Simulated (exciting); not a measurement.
Ge, 1 atom in the cell. The typed cell holds 1 atom: a = 2.981 Å, b = 2.963 Å, c = 2.914 Å, α = 61.22°, β = 60.32°, γ = 60.50°. This isn't the form of Ge at room conditions, which is diamond.

| Item | Value |
| --- | --- |
| Program | exciting (release sodium) |
| Task | real-space fields |
| Functional | BLYP |
| Potentials or basis | all-electron LAPW+lo, shipped species files, valence relativity iora* |
| rgkmax | 8 |
| k mesh | 6 × 6 × 6 |
| Occupations | fermi-dirac, width 0.1 eV |
| Spin | spin-orbit coupling, no magnetisation |
| outputlevel | high |
| gmaxvr (cutoff of density and potential) | 14 1/bohr |
| lmaxapw (and lmaxmat) | 10 |
| lmaxvr | 8 |
| nempty | 16 |
| Valence relativity | iora* |
| epsengy | 1e-05 Ha |
| epspot | 1e-05 Ha |
| maxscl | 60 |
| Muffin-tin radii | Ge 2.0 bohr |

Potentials or basis: all-electron LAPW+lo, shipped species files, valence relativity iora*.

Command:

```sh
$ OMP_NUM_THREADS=1 exciting_smp
```

Hardware: 1 thread of Arm Neoverse N1, on a shared host.

Task: How long does it take, and how much memory?

Result: Wall time 5.7 min on 1 thread of Arm Neoverse N1, on a shared host, peak memory 0.12 GiB. Counts: scf iterations 25, plane waves 142.
